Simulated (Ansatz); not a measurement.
A plane-wave DFT run in Ansatz 0.2.0 (scalar-relativistic PAW potentials unless the input names others): input and command.

```yaml
crystal:
  lattice:
    - [6.1503900137, 0.0, 0.0]
    - [0.0, 5.0481668523, 0.0]
    - [0.0, 0.0, 21.2141263276]
  atoms:
    - { symbol: Si, position: [0.5, 0.9953971171, 0.3535380097] }
    - { symbol: Si, position: [0.0, 0.9953971171, 0.3535380097] }
    - { symbol: C, position: [0.5, 0.6196028829, 0.3535380097] }
    - { symbol: C, position: [0.0, 0.6196028829, 0.3535380097] }
    - { symbol: Si, position: [0.75, 0.4953971171, 0.3953842927] }
    - { symbol: Si, position: [0.25, 0.4953971171, 0.3953842927] }
    - { symbol: C, position: [0.75, 0.1196028829, 0.3953842927] }
    - { symbol: C, position: [0.25, 0.1196028829, 0.3953842927] }
    - { symbol: Si, position: [0.7500447064, 0.9839394167, 0.4795323128] }
    - { symbol: Si, position: [0.2500463899, 0.9839420739, 0.4795335562] }
    - { symbol: C, position: [0.7500513097, 0.6115055911, 0.4808257151] }
    - { symbol: C, position: [0.2500578853, 0.6115029342, 0.4808267224] }
    - { symbol: Si, position: [5.33187e-05, 0.4822307231, 0.5203901355] }
    - { symbol: Si, position: [0.5000565426, 0.4822324695, 0.5203906411] }
    - { symbol: C, position: [4.56052e-05, 0.1090810886, 0.5203404793] }
    - { symbol: C, position: [0.5000519235, 0.1090835153, 0.5203418123] }
    - { symbol: Si, position: [7.59565e-05, 0.9950784067, 0.6080856079] }
    - { symbol: Si, position: [0.5000767497, 0.9950958583, 0.6080845081] }
    - { symbol: C, position: [6.75464e-05, 0.6213011186, 0.6070198205] }
    - { symbol: C, position: [0.5000832676, 0.6213136698, 0.6070200506] }
    - { symbol: Si, position: [0.250079491, 0.4630606928, 0.6350825619] }
    - { symbol: Si, position: [0.7500758165, 0.463046974, 0.635081582] }
    - { symbol: C, position: [0.2500781321, 0.1224060101, 0.6420033467] }
    - { symbol: C, position: [0.7500687074, 0.1223943433, 0.6420132996] }
basis:
  ecutwfc: 500
kpoints:
  mp_grid: { grid: [6, 6, 1] }
hamiltonian:
  xc: r2scan
scf:
  occupations: { method: gaussian, width: 0.05 }
output:
  forces: true
  eigenvalues: true
efield:
  axis: 3
  dipole_correction: true
  ramp_width: 0.04
```

```bash
ansatz run input.yaml --threads 4 --pin off --max-ram 10240MiB --backend cpu --events-out ev --progress --plain --runs-dir out
```

Abridged log:
```
Warning: at least one further symmetry operation maps every atom of the structure, as the run holds it, onto an atom to within 2.01e-5 (fractional), and is not used: no operation is sought that the atoms, as the run holds them, miss by more than 2.00e-5, twice crystal.symmetry.tolerance (1.0e-5). ...
Basis set: ecut = 500 eV, 16769 PW (Γ), exchange–correlation on 180×160×640 points (64 copies of the dense FFT grid, shifted against one another)
Bands: 72, of which v1, the nominal top of the filled ones, is band 48 counted from 1 (47 counted from 0)
Symmetry: 1 space group operations
k-points: 20 of 36 (time reversal used)
SCF iter   1: F=—  HF=-10683.976230 eV  |F-HF|=—  |Δ(HF+E_count)|=         —  Δρ=5.43e-3  dr2=2.53e-1  dr2_τ=2.16e0  ethr=1.77e-3  p=0.111 e·Å  D=3.04e-2 V/Å  ΔV_dip=-0.65 eV  dr2_dipole=4.20e-2  V_vac-E_F(+/−)=4.44/5.09 eV  ⟨swp⟩=11.1  Hψ=9813  notcnv=0  defer=204
efield: sawtooth ramp at fractional position 0.9778 (placed from the atoms, in the widest stretch of the axis that holds none; the zero of the levels goes with the place), width 0.0400; the density the first Hamiltonian is built on has a dipole p = 0.111 e·Å; the dipole correction subtracts the counter field D = 3.04e-2 V/Å, which shifts the + side's vacuum level by -0.65 eV against the − side's; the planar-averaged density in the ramp window peaks in size at 2.3e-5 e/Å³
SCF iter   2: F=—  HF=-10684.476904 eV  |F-HF|=—  |Δ(HF+E_count)|=   5.01e-1  Δρ=3.84e-3  dr2=1.13e-1  dr2_τ=2.85e-3  ethr=2.63e-4  p=-0.010 e·Å  D=-2.79e-3 V/Å  ΔV_dip=0.06 eV  dr2_dipole=2.63e-2  V_vac-E_F(+/−)=5.04/4.98 eV  ⟨swp⟩=3.0  Hψ=2793  notcnv=0  defer=388
SCF iter   3: F=—  HF=-10684.468820 eV  |F-HF|=—  |Δ(HF+E_count)|=   8.08e-3  Δρ=2.12e-3  dr2=3.12e-2  dr2_τ=5.63e-4  ethr=1.18e-4  p=0.063 e·Å  D=1.73e-2 V/Å  ΔV_dip=-0.37 eV  dr2_dipole=7.81e-3  V_vac-E_F(+/−)=4.72/5.08 eV  ⟨swp⟩=2.1  Hψ=1635  notcnv=0  defer=388
SCF iter   4: F=—  HF=-10684.469038 eV  |F-HF|=—  |Δ(HF+E_count)|=   2.17e-4  Δρ=8.48e-4  dr2=8.22e-3  dr2_τ=3.68e-4  ethr=3.25e-5  p=0.028 e·Å  D=7.60e-3 V/Å  ΔV_dip=-0.16 eV  dr2_dipole=2.02e-4  V_vac-E_F(+/−)=4.93/5.09 eV  ⟨swp⟩=2.8  Hψ=2584  notcnv=0  defer=388
SCF iter   5: F=—  HF=-10684.468194 eV  |F-HF|=—  |Δ(HF+E_count)|=   8.44e-4  Δρ=1.72e-4  dr2=2.39e-4  dr2_τ=2.43e-5  ethr=8.56e-6  p=0.030 e·Å  D=8.26e-3 V/Å  ΔV_dip=-0.18 eV  dr2_dipole=4.17e-6  V_vac-E_F(+/−)=4.92/5.09 eV  ⟨swp⟩=2.2  Hψ=1758  notcnv=0  defer=388
SCF iter   6: F=—  HF=-10684.468259 eV  |F-HF|=—  |Δ(HF+E_count)|=   6.52e-5  Δρ=8.59e-5  dr2=4.77e-5  dr2_τ=2.67e-6  ethr=2.49e-7  p=0.031 e·Å  D=8.42e-3 V/Å  ΔV_dip=-0.18 eV  dr2_dipole=1.95e-7  V_vac-E_F(+/−)=4.91/5.09 eV  ⟨swp⟩=2.0  Hψ=2006  notcnv=0  defer=388
SCF iter   7: F=—  HF=-10684.468192 eV  |F-HF|=—  |Δ(HF+E_count)|=   6.72e-5  Δρ=3.58e-5  dr2=1.16e-5  dr2_τ=8.42e-7  ethr=4.97e-8  p=0.031 e·Å  D=8.43e-3 V/Å  ΔV_dip=-0.18 eV  dr2_dipole=7.95e-8  V_vac-E_F(+/−)=4.91/5.09 eV  ⟨swp⟩=2.0  Hψ=1895  notcnv=0  defer=388
SCF iter   8: F=—  HF=-10684.468199 eV  |F-HF|=—  |Δ(HF+E_count)|=   6.70e-6  Δρ=1.08e-5  dr2=1.34e-6  dr2_τ=1.11e-7  ethr=1.21e-8  p=0.030 e·Å  D=8.38e-3 V/Å  ΔV_dip=-0.18 eV  dr2_dipole=1.74e-9  V_vac-E_F(+/−)=4.92/5.09 eV  ⟨swp⟩=2.5  Hψ=1921  notcnv=0  defer=388
SCF iter   9: F=—  HF=-10684.468200 eV  |F-HF|=—  |Δ(HF+E_count)|=   9.87e-7  Δρ=3.49e-6  dr2=1.42e-7  dr2_τ=6.60e-9  ethr=1.40e-9  p=0.030 e·Å  D=8.37e-3 V/Å  ΔV_dip=-0.18 eV  dr2_dipole=8.90e-10  V_vac-E_F(+/−)=4.92/5.09 eV  ⟨swp⟩=2.8  Hψ=2008  notcnv=0  defer=388
SCF iter  10: F=-10684.468200 eV  HF=-10684.468200 eV  |F-HF|=1.50e-8  |Δ(HF+E_count)|=   1.35e-7  Δρ=1.36e-6  dr2=1.95e-8  dr2_τ=1.29e-9  ethr=1.04e-10  p=0.030 e·Å  D=8.36e-3 V/Å  ΔV_dip=-0.18 eV  dr2_dipole=5.36e-11  V_vac-E_F(+/−)=4.92/5.09 eV  ⟨swp⟩=25.0  Hψ=12253  notcnv=0
SCF 1 converged in 10 iterations: F = -10684.468200 eV  dr2 = 1.95e-8
SCF converged after 10 iterations
Free energy (F): -10684.468200 eV
Harris-Foulkes:  -10684.468200 eV  (|F-HF|=1.50e-8)
Internal energy: -10684.468200 eV  (E = F + TS)
E sigma→0 (E₀):  -10684.468200 eV
Fermi energy:    0.735267 eV
Dipole field:    D = 0.008358 V/Å  (p = 0.030423 e·Å, saw-weighted, corrected)
Work function:   Φ+ = 4.9159 eV   Φ− = 5.0932 eV
Levels:          The Fermi level and band energies are counted from a zero that moves with the ramp; work functions are not
--- Forces (eV/Å), atoms counted from 1 ---
  atom   1  Si     0.00016977    -2.64292554     2.00427973
  atom   2  Si     0.00019504    -2.64291040     2.00436433
  atom   3  C      0.00018157     1.50752370     1.44721281
  atom   4  C      0.00019874     1.50749031     1.44726746
  atom   5  Si     0.00076499     0.79034329    -2.43310971
  atom   6  Si     0.00089918     0.79038448    -2.43294807
  atom   7  C      0.00055424     0.34478770    -1.02055922
  atom   8  C      0.00060643     0.34475343    -1.02032694
  atom   9  Si    -0.00007330    -0.00121721    -0.00061075
  atom  10  Si    -0.00010570    -0.00146946    -0.00078594
  atom  11  C     -0.00018923    -0.00161348     0.00764929
  atom  12  C     -0.00127756    -0.00122255     0.00756746
  atom  13  Si     0.00021920     0.00041502    -0.00998908
  atom  14  Si    -0.00000201     0.00039489    -0.00976554
  atom  15  C      0.00030328     0.00296391     0.00614090
  atom  16  C     -0.00012121     0.00310627     0.00533336
  atom  17  Si    -0.00197468    -0.00340383    -0.01062273
  atom  18  Si     0.00017305    -0.00546465    -0.01076927
  atom  19  C      0.00110234    -0.00224903     0.00809880
  atom  20  C     -0.00132695    -0.00286348     0.00801612
  atom  21  Si    -0.00046510     0.00998447    -0.00568053
  atom  22  Si    -0.00044523     0.00976490    -0.00483153
  atom  23  C     -0.00090799    -0.00334195     0.00775879
  atom  24  C      0.00151428    -0.00332667     0.00626689
```

Apart from outputs, empty bands and the relaxation, which only the reference makes, the input differs from a reference run on usual settings in kpoints.mp_grid.grid: [5, 5, 1] → [6, 6, 1]. The reference, at the same geometry, ended its own course with largest force 3.320 eV/Å (on an atom or along a direction that it held fixed), gap on the mesh 0.78 eV. This run converged in 10 SCF iterations with an energy at zero smearing 0.05 meV/atom below the reference's, largest force 3.317 eV/Å, gap on the mesh 0.72 eV.

Time: 2.7 min on 4 threads of AMD EPYC (Zen 3), on a shared host, peak memory 2.8 GiB.